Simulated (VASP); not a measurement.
# N (P4_2/mnm) in VASP: settings compared

Aim: see how the results for N move with the level of theory and the settings. Levels: revPBE+D2, r2SCAN-EpsX. Tasks: electric field gradients, single point.

Program: VASP 6.6.1. These are calculated values, not measurements. Logs are shortened: lines on timing, memory, paths and dates and some standing lists are left out, and cuts for length are marked.

## (1) Starting point

Symmetry: P4_2/mnm, No. 136, tetragonal system. Conventional cell: a = 4.084 Å, b = 4.084 Å, c = 5.346 Å, α = 90.00°, β = 90.00°, γ = 90.00°. Around N (site symmetry m2m) lie 1 N at 1.11 Å.

## (2) Electric field gradients, revPBE+D2

File INCAR:

```
PREC = Accurate
ENCUT = 400
EDIFF = 1E-8
ISMEAR = -1
SIGMA = 0.02
LREAL = F
LASPH = T
NELM = 80
ALGO = Fast
ISIF = 2
LWAVE = F
LCHARG = F
GGA = RE
IVDW = 1
LEFG = T
```

File KPOINTS:

```
regular mesh
0
Gamma
  7 7 5
```

File POSCAR:

```
N
1.0
    4.0840619700      0.0000000000      0.0000000000
    0.0000000000      4.0840619700      0.0000000000
    0.0000000000      0.0000000000      5.3459132500
N
4
Direct
    0.4042752000      0.5957248000      0.5000000000
    0.0957248000      0.0957248000      0.0000000000
    0.5957248000      0.4042752000      0.5000000000
    0.9042752000      0.9042752000      0.0000000000
```

Potentials or basis: VASP PAW PBE potentials, release 64 (N_s).

Launch:

```bash
$ cat potpaw_PBE.64/N_s/POTCAR > POTCAR
$ mpirun -np 1 vasp_std > vasp.out
```

OUTCAR:

```text
PREC = Accurate
   ENCUT = 400
   EDIFF = 1E-8
   ISMEAR = -1
   LREAL = F
   LASPH = T
   NELM = 80
   ISIF = 2
   GGA = RE
   IVDW = 1
  IVDW =   1

 ion  position               nearest neighbor table
   1  0.404  0.596  0.500-   3 1.11
   2  0.096  0.096  0.000-   4 1.11
   3  0.596  0.404  0.500-   1 1.11
   4  0.904  0.904  0.000-   2 1.11

 -----------------------------------------------------------------------------
|                                                                             |
|           W    W    AA    RRRRR   N    N  II  N    N   GGGG   !!!           |
|           W    W   A  A   R    R  NN   N  II  NN   N  G    G  !!!           |
|           W    W  A    A  R    R  N N  N  II  N N  N  G       !!!           |
|           W WW W  AAAAAA  RRRRR   N  N N  II  N  N N  G  GGG   !            |
|           WW  WW  A    A  R   R   N   NN  II  N   NN  G    G                |
|           W    W  A    A  R    R  N    N  II  N    N   GGGG   !!!           |
|                                                                             |
|     The distance between some ions is very small. Please check the          |
|     nearest-neighbor list in the OUTCAR file.                               |
|     I HOPE YOU KNOW WHAT YOU ARE DOING!                                     |
|                                                                             |
 -----------------------------------------------------------------------------

  LATTYP: Found a simple tetragonal cell.
 ALAT       =     4.0840619700
 C/A-ratio  =     1.3089696702

  Lattice vectors:

 A1 = (   4.0840619700,   0.0000000000,   0.0000000000)
 A2 = (   0.0000000000,   4.0840619700,   0.0000000000)
 A3 = (   0.0000000000,   0.0000000000,   5.3459132500)

Analysis of symmetry for initial positions (statically):
=====================================================================
 Subroutine PRICEL returns:
 Original cell was already a primitive cell.

 Routine SETGRP: Setting up the symmetry group for a
 simple tetragonal supercell.

 Subroutine GETGRP returns: Found 16 space group operations
 (whereof  8 operations were pure point group operations)
 out of a pool of 16 trial point group operations.

The static configuration has the point symmetry D_2h.
 The point group associated with its full space group is D_4h.

Analysis of symmetry for dynamics (positions and initial velocities):
=====================================================================
 Subroutine PRICEL returns:
 Original cell was already a primitive cell.

 Routine SETGRP: Setting up the symmetry group for a
 simple tetragonal supercell.

 Subroutine GETGRP returns: Found 16 space group operations
 (whereof  8 operations were pure point group operations)
 out of a pool of 16 trial point group operations.

The dynamic configuration has the point symmetry D_2h.
 The point group associated with its full space group is D_4h.

 Subroutine INISYM returns: Found 16 space group operations
 (whereof  8 operations are pure point group operations),
 and found     1 'primitive' translations

----------------------------------------------------------------------------------------

                                     Primitive cell

  volume of cell :      89.1675

  direct lattice vectors                    reciprocal lattice vectors
     4.084061970  0.000000000  0.000000000     0.244854267  0.000000000  0.000000000
     0.000000000  4.084061970  0.000000000     0.000000000  0.244854267  0.000000000
     0.000000000  0.000000000  5.345913250     0.000000000  0.000000000  0.187058778

  length of vectors
     4.084061970  4.084061970  5.345913250     0.244854267  0.244854267  0.187058778

  position of ions in fractional coordinates (direct lattice)
     0.404275200  0.595724800  0.500000000
     0.095724800  0.095724800  0.000000000
     0.595724800  0.404275200  0.500000000
     0.904275200  0.904275200  0.000000000

  ion indices of the primitive-cell ions
   primitive index   ion index
                 1           1
                 2           2
                 3           3
                 4           4

----------------------------------------------------------------------------------------

 KPOINTS: regular mesh

Automatic generation of k-mesh.
 Grid dimensions read from file:
 generate k-points for:    7    7    5

 Generating k-lattice:

  Cartesian coordinates                     Fractional coordinates (reciprocal lattice)
     0.034979181  0.000000000  0.000000000     0.142857143  0.000000000  0.000000000
     0.000000000  0.034979181  0.000000000     0.000000000  0.142857143  0.000000000
     0.000000000  0.000000000  0.037411756     0.000000000  0.000000000  0.200000000

  Length of vectors
     0.034979181  0.034979181  0.037411756

  Shift w.r.t. Gamma in fractional coordinates (k-lattice)
     0.000000000  0.000000000  0.000000000

 Subroutine IBZKPT returns following result:
 ===========================================

 Found     30 irreducible k-points:

 Following reciprocal coordinates:
            Coordinates               Weight
  0.000000  0.000000  0.000000      1.000000
  0.142857  0.000000  0.000000      4.000000
  0.285714  0.000000  0.000000      4.000000
  0.428571  0.000000  0.000000      4.000000
  0.142857  0.142857  0.000000      4.000000
  0.285714  0.142857  0.000000      8.000000
[... 16 lines left out ...]
  0.285714  0.000000  0.400000      8.000000
  0.428571  0.000000  0.400000      8.000000
 [... further k-points ...]
   k-points           NKPTS =     30   k-points in BZ     NKDIM =     30   number of bands    NBANDS=     14
   number of dos      NEDOS =    301   number of ions     NIONS =      4
   total plane-waves  NPLWV =  28224
   dimension x,y,z NGX =    28 NGY =   28 NGZ =   36
   dimension x,y,z NGXF=    56 NGYF=   56 NGZF=   72
   ions per type =               4
   NGX,Y,Z   is equivalent  to a cutoff of  11.40, 11.40, 11.20 a.u.
   NGXF,Y,Z  is equivalent  to a cutoff of  22.80, 22.80, 22.39 a.u.
 SYSTEM =  unknown system
   PREC   = accura    normal or accurate (medium, high low for compatibility)
   ISTART =      0    job   : 0-new  1-cont  2-samecut
   ICHARG =      2    charge: 1-file 2-atom 10-const
   ISPIN  =      1    spin polarized calculation?
   LNONCOLLINEAR =      F non collinear calculations
   LSORBIT =      F    spin-orbit coupling
   LASPH  =      T    aspherical Exc in radial PAW
   ENCUT  =  400.0 eV  29.40 Ry    5.42 a.u.   6.66  6.66  8.72*2*pi/ulx,y,z
   NELM   =     80;   NELMIN=  2; NELMDL= -5     # of ELM steps
   EDIFF  = 0.1E-07   stopping-criterion for ELM
   LREAL  =      F    real-space projection
   EDIFFG = 0.1E-06   stopping-criterion for IOM
   NSW    =      0    number of steps for IOM
   IBRION =     -1    ionic relax: 0-MD 1-quasi-New 2-CG
   NFREE  =      0    steps in history (QN), initial steepest desc. (CG)
   ISIF   =      2    stress and relaxation
   ISYM   =      2    0-nonsym 1-usesym 2-fastsym
   POTIM  = 0.5000    time-step for ionic-motion
   TEBEG  =    0.0;   TEEND  =   0.0 temperature during run
   PSTRESS=    0.0 pullay stress
   NELECT =      20.0000    total number of electrons
   NUPDOWN=      -1.0000    fix difference up-down
   EMIN   =  10.00;   EMAX   =-10.00  energy-range for DOS
   EFERMI =   0.00;   METHOD = LEGACY
   ISMEAR =    -1;   SIGMA  =   0.02  broadening in eV -4-tet -1-fermi 0-gaus
   EFERMI_NEDOS =   21; number of points for ismear=-14 and -15
   IALGO  =     68    algorithm
   IMIX   =      4    mixing-type and parameters
     AMIX     =   0.40;   BMIX     =  1.00
     AMIX_MAG =   1.60;   BMIX_MAG =  1.00
  volume/ion in A,a.u.               =      22.29       150.43
  Fermi-wavevector in a.u.,A,eV,Ry     =   0.994678  1.879669 13.461399  0.989385
  Thomas-Fermi vector in A             =   2.126646
   LORBIT       =      0    0 simple, 1 ext, 2 COOP (PROOUT), +10 PAW based schemes
   GGA     = RE    functional components
   LHFCALC =     F    Hartree Fock is set to
   AEXX    =    0.0000 exact exchange contribution
   IVDW    =     1    specifies the selected vdW correction
   LEPSILON=     F    determine dielectric tensor
   LRPA    =     F    only Hartree local field effects (RPA)
 non-spin polarized calculation
 RMM-DIIS sequential band-by-band and
  energy-cutoff  :      400.00
  volume of cell :       89.17
 maximum number of plane-waves:      1638
 NGX is ok and might be reduce to    28
   NGX = 13   NGY = 13   NGZ = 17

 number of electron      19.9999997 magnetization

 Free energy of the ion-electron system (eV)
  ---------------------------------------------------
  ext. energy  EPLUGINS =         0.00000000
  ---------------------------------------------------
  free energy    TOTEN  =       -30.48642409 eV

  energy without entropy =      -30.48642409  energy(sigma->0) =      -30.48642409

 E-fermi :  -5.2831     XC(G=0):  -6.1312

 val. band max:       -5.7506412983   @ k =   0.4286   0.4286   0.4000
 cond. band min:       0.8363947179   @ k =   0.0000   0.0000   0.0000
 fundamental gap:      6.5870360162
 Fermi energy:        -5.2831392935

 k-point     1 :       0.0000    0.0000    0.0000
  band No.  band energies     occupation
      1     -24.8235      2.00000
      2     -24.7651      2.00000
      3      -9.4905      2.00000
      4      -9.4905      2.00000
      5      -8.0950      2.00000
      6      -7.5502      2.00000
      7      -7.5502      2.00000
      8      -7.4604      2.00000
      9      -6.7303      2.00000
     10      -5.9286      2.00000
     11       0.8364      0.00000
     12       1.6387      0.00000
     13       1.9855      0.00000
     14       1.9855      0.00000
[... 375 lines left out ...]
 k-point    24 :       0.4286    0.0000    0.4000
  band No.  band energies     occupation
      1     -24.7855      2.00000
      2     -24.7813      2.00000
      3      -9.7251      2.00000
      4      -9.7239      2.00000
      5      -7.8804      2.00000
      6      -7.8703      2.00000
      7      -7.5776      2.00000
      8      -7.5528      2.00000
      9      -6.0405      2.00000
     10      -5.9941      2.00000
     11       1.4844      0.00000
     12       1.5086      0.00000
     13       2.0246      0.00000
     14       2.0601      0.00000

 [... further k-points ...]

------------------------ aborting loop because EDIFF is reached ----------------------------------------

  DFT-D2 method for vdW energy calculation

  Number of pair interactions contributing to vdW energy:   58918

  Edisp (eV):   -0.26916

  FORCE on cell =-STRESS in cart. coord.  units (eV):
  Direction    XX          YY          ZZ          XY          YZ          ZX
  --------------------------------------------------------------------------------------
  -------------------------------------------------------------------------------------
  Total       8.85671     8.85671    -0.06133     0.00000     0.00000     0.00000
  in kB     159.13895   159.13895    -1.10199     0.00000     0.00000     0.00000
  external pressure =      105.73 kB  Pullay stress =        0.00 kB

 VOLUME and BASIS-vectors are now :
 -----------------------------------------------------------------------------
  energy-cutoff  :      400.00
  volume of cell :       89.17
      direct lattice vectors                 reciprocal lattice vectors
     4.084061970  0.000000000  0.000000000     0.244854267  0.000000000  0.000000000
     0.000000000  4.084061970  0.000000000     0.000000000  0.244854267  0.000000000
     0.000000000  0.000000000  5.345913250     0.000000000  0.000000000  0.187058778

 POSITION                                       TOTAL-FORCE (eV/Angst)
 -----------------------------------------------------------------------------------
      1.65108      2.43298      2.67296        -5.730463      5.730463      0.000000
      0.39095      0.39095      0.00000         5.730463      5.730463      0.000000
      2.43298      1.65108      2.67296         5.730463     -5.730463     -0.000000
      3.69312      3.69312      0.00000        -5.730463     -5.730463     -0.000000
 -----------------------------------------------------------------------------------
    total drift:                                0.000000      0.000000      0.000000

  FREE ENERGIE OF THE ION-ELECTRON SYSTEM (eV)
  ---------------------------------------------------
  free  energy   TOTEN  =       -30.7555856605 eV

  energy  without entropy=      -30.7555856605  energy(sigma->0) =      -30.75558566

 Electric field gradients (V/A^2)
---------------------------------------------------------------------
 ion       V_xx      V_yy      V_zz      V_xy      V_xz      V_yz
---------------------------------------------------------------------
   1     -27.723   -27.723    55.446    83.089     0.000    -0.000
   2     -27.723   -27.723    55.446   -83.089     0.000     0.000
   3     -27.723   -27.723    55.446    83.089     0.000    -0.000
   4     -27.723   -27.723    55.446   -83.089    -0.000    -0.000
---------------------------------------------------------------------

 Electric field gradients after diagonalization (V/A^2)
 (convention: |V_zz| > |V_xx| > |V_yy|)
----------------------------------------------------------------------
 ion       V_xx      V_yy      V_zz     asymmetry (V_yy - V_xx)/ V_zz
----------------------------------------------------------------------
   1      55.446    55.366  -110.812       0.001
   2      55.446    55.366  -110.812       0.001
   3      55.446    55.366  -110.812       0.001
   4      55.446    55.366  -110.812       0.001
----------------------------------------------------------------------

           NMR quadrupolar parameters

 Cq : quadrupolar parameter    Cq=e*Q*V_zz/h
 eta: asymmetry parameters     (V_yy - V_xx)/ V_zz
 Q  : nuclear electric quadrupole moment in mb (millibarn)
----------------------------------------------------------------------
 ion       Cq(MHz)       eta       Q (mb)
----------------------------------------------------------------------
   1      -0.268       0.001       1.000
   2      -0.268       0.001       1.000
   3      -0.268       0.001       1.000
   4      -0.268       0.001       1.000
----------------------------------------------------------------------
```

Run time: 13 s. Hardware: 1 thread of Intel Xeon 6975P-C (Granite Rapids), shared host; peak memory 0.16 GiB.

What came out:

```yaml
Free_energy: -30.7556 eV
Pressure: 10.6 GPa
Largest_force: 8.104 eV/Å
Band_gap_on_the_k_mesh: 6.59 eV, indirect (least direct gap 6.77 eV)
Dispersion_energy_per_atom: -0.067 eV
```

Forces on the atoms (eV/Å):
```
N   -5.730  5.730  0.000
N    5.730  5.730  0.000
N    5.730 -5.730  0.000
N   -5.730 -5.730  0.000
```

Electric field gradients, principal values (V/Å²):
```
atom     Vxx     Vyy       Vzz
 1 N  55.366  55.446  -110.812
 2 N  55.366  55.446  -110.812
 3 N  55.366  55.446  -110.812
 4 N  55.366  55.446  -110.812
```

Caveat: the standard files for N, O and F lose accuracy on very short bonds; the PAW data sets were made with another functional, which shifts forces and pressure a little; an odd mesh through Γ misses points on the zone boundary, where band edges often lie.

## (3) Single point, r2SCAN-EpsX (atoms moved at random, drawn with an rms of 0.05 Å)

File POSCAR:

```
N
1.0
    4.0840619700      0.0000000000      0.0000000000
    0.0000000000      4.0840619700      0.0000000000
    0.0000000000      0.0000000000      5.3459132500
N
4
Direct
    0.4087060000      0.5875290000      0.4945660000
    0.1066050000      0.0946200000     -0.0084350000
    0.5955330000      0.4043670000      0.5030770000
    0.9119010000      0.8972940000      0.0003310000
```

File INCAR.step1:

```
  ALGO = Normal
  EDIFF = 1E-8
  ENCUT = 500
  GGA = PE
  ISIF = 2
  ISMEAR = 0
  LASPH = True
  LCHARG = False
  LEPSILON = True
  LREAL = False
  LWAVE = False
  NELM = 60
  PREC = Accurate
  SIGMA = 0.05
```

File KPOINTS.step1:

```
Automatic mesh
0
G
  7 7 5
  0 0 0
```

File INCAR.step2:

```
  ALGO = Normal
  EDIFF = 1E-5
  ENCUT = 500
  GGA = PE
  ISIF = 2
  ISMEAR = 0
  LASPH = True
  LCHARG = False
  LREAL = False
  LWAVE = True
  NELM = 60
  PREC = Accurate
  SIGMA = 0.05
```

File KPOINTS.step2:

```
k-points
0
Gamma
  5 5 3
```

File INCAR.step3:

```
  AEXX = 0.6203
  ALGO = Normal
  EDIFF = 1E-6
  ENCUT = 500
  ISIF = 2
  ISMEAR = 0
  ISTART = 1
  LASPH = True
  LCHARG = False
  LHFCALC = True
  LMIXTAU = True
  LREAL = False
  LWAVE = False
  METAGGA = R2SCAN
  NELM = 60
  PREC = Accurate
  PRECFOCK = Fast
  SIGMA = 0.05
```

File KPOINTS.step3:

```
k-points
0
Gamma
  5 5 3
```

Potentials or basis: VASP PAW PBE potentials, release 64 (N).

Launch:

```bash
$ cat potpaw_PBE.64/N/POTCAR > POTCAR
$ cp INCAR.step1 INCAR
$ cp KPOINTS.step1 KPOINTS
$ mpirun -np 1 vasp_std > vasp.out
$ cp INCAR.step2 INCAR
$ cp KPOINTS.step2 KPOINTS
$ mpirun -np 1 vasp_std > vasp.out
$ cp INCAR.step3 INCAR
$ cp KPOINTS.step3 KPOINTS
$ mpirun -np 1 vasp_std > vasp.out
```

It took 11 min on 1 thread of Intel Xeon 6975P-C (Granite Rapids), shared host; peak memory 0.47 GiB.

The run converged. Its results:

| Property | Result |
| --- | --- |
| Free energy | -59.4824 eV |
| Pressure | -3.0 GPa |
| Largest force | 7.301 eV/Å |
| Band gap on the k mesh | 14.45 eV, indirect (least direct gap 14.61 eV) |

Forces in eV/Å, atoms in the order of the input:
```
N   -2.731  2.679 -0.163
N   -5.122 -5.194  0.306
N    2.729 -2.678  0.159
N    5.123  5.193 -0.302
```

Stress tensor (GPa, compression positive):
```
 -4.13 -11.04   0.65
-11.04  -4.48   0.20
  0.65   0.20  -0.45
```

Levels at points of the mesh, in eV from the valence-band top:
```tsv
k point	band 7	band 8	band 9	band 10	band 11	band 12	band 13	band 14
(0.00, 0.00, 0.00)	-0.87	-0.28	-0.26	-0.16	14.45	16.02	16.06	16.90
```

Caveat: the standard files for N, O and F lose accuracy on very short bonds; the PAW data sets were made with another functional, which shifts forces and pressure a little; an odd mesh through Γ misses points on the zone boundary, where band edges often lie.
